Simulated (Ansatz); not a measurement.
**Si: relaxing the atoms and single point**

Aim: for Si, 2 runs in a chain (relaxing the atoms and single point).

Computed with Ansatz 0.2.0 (DFT PBE, scalar-relativistic, plane waves, PAW, and further levels as typed in the inputs, unless a step's input says otherwise).

## (1) The structure to begin with

It takes space group R-3m (No. 166, trigonal). The conventional cell has a = 3.828 Å, b = 3.828 Å, c = 9.595 Å, α = 90.00°, β = 90.00°, γ = 120.00°. Around Si (site symmetry 3m) lie 4 Si at 2.35 to 2.40 Å.

Structure file:

```cif
data_structure
_symmetry_space_group_name_H-M 'P 1'
_symmetry_Int_Tables_number 1
_cell_length_a 3.8876
_cell_length_b 3.8876
_cell_length_c 3.8876
_cell_angle_alpha 58.985
_cell_angle_beta 58.985
_cell_angle_gamma 58.985
_cell_volume 40.58
loop_
_atom_site_label
_atom_site_type_symbol
_atom_site_fract_x
_atom_site_fract_y
_atom_site_fract_z
_atom_site_occupancy
Si1 Si 0.00000 0.00000 0.00000 1
Si2 Si 0.25000 0.25000 0.25000 1
```

## (2) Relaxing the atoms: Si, no spin

input.yaml

```yaml
crystal:
  lattice:
    - [0.0421007465, 2.7487595694, 2.7487595694]
    - [2.7487595694, 0.0421007465, 2.7487595694]
    - [2.7487595694, 2.7487595694, 0.0421007465]
  atoms:
    - { symbol: Si, position: [0.0, 0.0, 0.0] }
    - { symbol: Si, position: [0.25, 0.25, 0.25] }
scf:
  occupations: { method: gaussian, width: 0.01 }
output:
  forces: true
  stress: true
hamiltonian:
  xc: pbe
kpoints:
  mp_grid: { grid: [12, 12, 12] }
relax:
  f_tol: 0.0005
```

Run with:

```bash
ansatz run input.yaml --threads 4 --pin off --max-ram 8192MiB --backend cpu --events-out ev --progress --plain --runs-dir out
```

Output, cut to the lines that bear on the results:

```text
Warning: output.stress: scf.convergence.dr2_threshold = 2.5e-10 eV (the default of a walk held to its f_tol) is looser than the 2e-10 eV advised for a printed stress (1e-10 eV for each atom of the cell: 2). What an SCF threshold leaves in a stress goes as its square root, and in the free [...]
Warning: RAYON_NUM_THREADS=4 ignored (pool sized by the plan → 4); use --threads N
[...]
Pseudopotentials: kind: paw
Pseudopotential: Si, paw, valence charge 4, recommended cutoff 420 eV (normal), Si.paw.azcp
Functional definition: PBE
[...]
Crystal: 2 atoms, lattice volume = 40.583 Å³
Basis set: ecut = 420 eV, 803 PW (Γ), exchange–correlation on 54×54×54 points (8 copies of the dense FFT grid, shifted against one another)
Bands: 8, of which v1, the nominal top of the filled ones, is band 4 counted from 1 (3 counted from 0)
Symmetry: 12 space group operations
Space group: R-3m (ITA 166), of the structure as read, at distance tolerance 3.4e-5 Å
k-points: 189 of 1728
[...]
SCF iter   1: F=—  HF=-1271.610086 eV  |F-HF|=—  |Δ(HF+E_count)|=         —  Δρ=1.24e-3  dr2=3.76e-4  ethr=1.77e-3  ⟨swp⟩=6.3  Hψ=13783  notcnv=0
[...]
relax step   1: F+E_penalty+E_count = -1271.61050250 eV  Δ(F+E_penalty+E_count) = +0.000e0 eV  max|allowed force component| = 1.341e-1 eV/Å  Δτ_max = 0.0000 Å  (6 SCF iters, dr2 threshold 1.00e-7 eV, accepted)
[...]
relax step   3: F+E_penalty+E_count = -1271.61266076 eV  Δ(F+E_penalty+E_count) = -8.629e-5 eV  max|allowed force component| = 3.054e-4 eV/Å  Δτ_max = 0.0018 Å  (3 SCF iters, dr2 threshold 4.63e-8 eV, accepted)
[...]
relax step   4: F+E_penalty+E_count = -1271.61266076 eV  Δ(F+E_penalty+E_count) = -6.494e-10 eV  max|allowed force component| = 3.035e-4 eV/Å  Δτ_max = 0.0000 Å  (3 SCF iters, accepted)
SCF converged after 3 iterations
Free energy (F): -1271.612661 eV
[...]
E sigma→0 (E₀):  -1271.612661 eV
Fermi energy:    6.413456 eV
[...]
--- Forces (eV/Å), atoms counted from 1 ---
  atom   1  Si    -0.00030347    -0.00030347    -0.00030347
  atom   2  Si     0.00030347     0.00030347     0.00030347
[...]
--- Stress (GPa, compression-positive) ---
        0.750598      -1.160088      -1.160088
       -1.160088       0.750598      -1.160088
       -1.160088      -1.160088       0.750598
  P = ⅓ Tr σ = 0.7506 GPa (7.506 kbar)
--- Relaxed structure (4 steps of the walk, 4 accepted, 0 SCFs on fresh bases) ---
  F+E_penalty+E_count = -1271.61266076 eV   max|allowed force component| = 3.035e-4 eV/Å
  atoms:
    - { symbol: Si, position: [0.0009615956971487356, 0.0009615956971487356, 0.0009615956971487356] }
    - { symbol: Si, position: [0.2490384043028513, 0.2490384043028513, 0.2490384043028513] }
```

Wall time 4.8 s (4 threads of Arm Neoverse N1, shared host); peak memory 0.36 GiB.

The steps of the relaxation:

| step | E - E(step 1) (eV/cell) | largest force component (eV/Å) |
| --- | --- | --- |
| 1 | 0.0000 | 0.1341 |
| 2 | -0.0021 | 0.0272 |
| 3 | -0.0022 | 0.0003 |
| 4 | -0.0022 | 0.0003 |

Step 1 is the start.

## (3) Single point: HSE06, mesh 8×8×8

It takes the final geometry of step 2.

input.yaml

```yaml
crystal:
  lattice:
    - [0.0421007465, 2.7487595694, 2.7487595694]
    - [2.7487595694, 0.0421007465, 2.7487595694]
    - [2.7487595694, 2.7487595694, 0.0421007465]
  atoms:
    - { symbol: Si, position: [0.0009615957, 0.0009615957, 0.0009615957] }
    - { symbol: Si, position: [0.2490384043, 0.2490384043, 0.2490384043] }
scf:
  occupations: { method: gaussian, width: 0.01 }
  n_extra_bands: 6
output:
  eigenvalues: true
  eigenstates:
    kpoints:
      - [0, 0, 0]
      - [0.38, 0, 0.38]
      - [0.4, 0, 0.4]
      - [0.42, 0, 0.42]
      - [0.44, 0, 0.44]
      - [0.46, 0, 0.46]
      - [0.5, 0.5, 0.5]
      - [0.5, 0, 0]
    e_range: [-3, 3]
hamiltonian:
  xc: hse06
kpoints:
  mp_grid: { grid: [8, 8, 8] }
```

Run with:

```bash
ansatz run input.yaml --threads 4 --pin off --max-ram 8192MiB --backend cpu --events-out ev --progress --plain --runs-dir out
```

Output, cut to the lines that bear on the results:

```text
Warning: RAYON_NUM_THREADS=4 ignored (pool sized by the plan → 4); use --threads N
scf.n_extra_bands = 6 over 4 filled bands (N_el = 8.0): the run solves 10 bands
[...]
[... 2 set-up lines as earlier in the session ...]
Functional definition: HSE06
[...]
Crystal: 2 atoms, lattice volume = 40.583 Å³
Basis set: ecut = 420 eV, 803 PW (Γ)
Bands: 10, of which v1, the nominal top of the filled ones, is band 4 counted from 1 (3 counted from 0)
[... 2 set-up lines as earlier in the session ...]
k-points: 65 of 512
[...]
SCF iter   1: F=—  HF=-1271.602180 eV  |F-HF|=—  |Δ(HF+E_count)|=         —  Δρ=1.03e-3  dr2=3.04e-4  ethr=1.77e-3  ⟨swp⟩=8.5  Hψ=3439  notcnv=0
[...]
SCF 1 stopped early in 3 iterations: F = -1271.602344 eV  dr2 = 3.95e-7
[...]
Frozen-core exchange: fock
[...]
hybrid outer 1: dexx = +2.997e-3 eV, tail = 4.65e-6 eV
[...]
Frozen-core exchange: fock
[...]
SCF iter   2: F=-1272.576334 eV  HF=-1272.576334 eV  |F-HF|=9.29e-10  |Δ(HF+E_count)|=   5.26e-9  Δρ=6.67e-6  dr2=7.41e-9  ethr=6.25e-11  ⟨swp⟩=2.4  Hψ=2318  notcnv=0  defer=15
[...]
hybrid outer 2: dexx = +2.153e-8 eV, tail = 1.55e-8 eV, Δε = 8.52e-4 eV (about 9.15e-5 eV left of the loop's levels)
NSCF: frozen V_eff on 8 k-points
hybrid SCF converged: 2 outer / 7 inner (+3 warm-up), last move |dexx| = 2.15e-8 eV, tail = 1.55e-8 eV
Stability not checked: this state was not tested for a lower state beside it, because the functional holds exact exchange (a hybrid, or Hartree-Fock), whose exchange loop this test does not read (fock_operator; see scf.lower_state_search)
Free energy (F): -1272.576334 eV
Frozen-core exchange: fock
[...]
E sigma→0 (E₀):  -1272.576334 eV
Fermi energy:    6.383123 eV
[...]
--- Band table (eV; the first three rows and the last of 65) ---
  k-point 0: bands = ["-7.4372", "5.6070", "5.8293", "5.8293", "8.8023", "9.1529", "9.1529", "9.9729", "14.4783", "14.5036"]
[...]
```

It took 76 s on 4 threads of Arm Neoverse N1, shared host; peak memory 1.7 GiB.

## (4) Results

```
step  level    k mesh  volume (Å³/atom)  pressure (GPa)  energy (eV)  gap on the mesh (eV)   time
   2    PBE  12×12×12             20.29             0.8    -1271.613                   n/a  4.8 s
   3  HSE06     8×8×8             20.29             n/a    -1272.576                  1.11   76 s
```

Totals of different systems or levels have different zeros; only balanced differences at one level mean anything.

In words: The rows set the runs side by side; convergence of the settings was not tested in this session.
